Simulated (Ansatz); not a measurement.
What does this script print? It uses Ansatz 0.2.0, Python API.

Input file `zns.vasp`:
```text
ZnS
1.0
   1.92960775    1.11405955   22.04506733
  -1.92960775    1.11405955   22.04506733
   0.00000000   -2.22811911   22.04506733
Zn S
7 7
Direct
   0.00001800    0.00001800    0.00001800
   0.71428300    0.71428300    0.71428300
   0.42856500    0.42856500    0.42856500
   0.80953400    0.80953400    0.80953400
   0.52382700    0.52382700    0.52382700
   0.90477800    0.90477800    0.90477800
   0.28571900    0.28571900    0.28571900
   0.03570400    0.03570400    0.03570400
   0.74996200    0.74996200    0.74996200
   0.46427700    0.46427700    0.46427700
   0.84523100    0.84523100    0.84523100
   0.55954500    0.55954500    0.55954500
   0.94044300    0.94044300    0.94044300
   0.32144700    0.32144700    0.32144700
```

`plan.py`:
```python
# -*- coding: utf-8 -*-
"""Dry run for ZnS: grids, bands and k-points."""

import warnings

import ansatz as az
from ase.io import read

SETTINGS = {
    "max_scf": 200,
    "occupations": "fermi_dirac",
    "functional": "PBEsol",
    "vdw": "D4",
    "kmesh": (4, 4, 4),
}


def main():
    warnings.simplefilter("ignore", az.DeckWarning)

    atoms = read("zns.vasp", format="vasp")
    crystal = az.Crystal.from_ase(atoms)

    job = crystal.calculation()
    job = job.scf(max_iterations=SETTINGS["max_scf"])
    job = job.occupations(SETTINGS["occupations"])
    job = job.functional(SETTINGS["functional"], dispersion=SETTINGS["vdw"])
    job = job.eigensolver("auto", mixed_precision=False).mixing("broyden")
    job = job.hubbard("Zn", "d", u_eff=6.0).kpoints(*SETTINGS["kmesh"], shift=0.5)
    session = job.session()
    print("features:", ", ".join(session.active_features))
    print("SCF threshold (eV):", session.dr2_threshold)
    planned = session.plan(dry_run=True)
    told = planned.describe()
    for name in ("ecut_ev", "ecutrho_ev", "n_bands", "nominal_top_band", "n_pw_range", "fft_dense", "fft_smooth", "n_sym_ops", "cell_volume_ang3"):
        print(f"{name:18s} {told[name]}")
    print("irreducible k-points and weights")
    for k, weight in zip(told.kpoints_frac, told.kweights):
        print(f"  {k[0]:8.4f} {k[1]:8.4f} {k[2]:8.4f}  {weight:.5f}")


if __name__ == "__main__":
    main()
```

Output of `python plan.py`:
```text
features: AnyPaw, Paw, PbeFamilyXc, ShiftedKMesh, PairwiseDispersion, Hubbard, HubbardAllElectronProjectors, FractionalOccupations
SCF threshold (eV): 1e-07
ecut_ev            420.0
ecutrho_ev         1680.0
n_bands            77
nominal_top_band   63
n_pw_range         [5527, 5596]
fft_dense          [27, 27, 150]
fft_smooth         [25, 25, 150]
n_sym_ops          6
cell_volume_ang3   284.341416026664
irreducible k-points and weights
    0.1250   0.1250   0.1250  0.03125
    0.1250   0.1250   0.3750  0.09375
    0.1250   0.1250  -0.3750  0.09375
    0.1250   0.1250  -0.1250  0.09375
    0.1250   0.3750   0.3750  0.09375
    0.1250   0.3750  -0.3750  0.18750
    0.1250   0.3750  -0.1250  0.18750
    0.1250  -0.3750  -0.3750  0.09375
    0.3750   0.3750   0.3750  0.03125
    0.3750   0.3750  -0.3750  0.09375
```

The structure comes from a database and needn't be a stable phase.
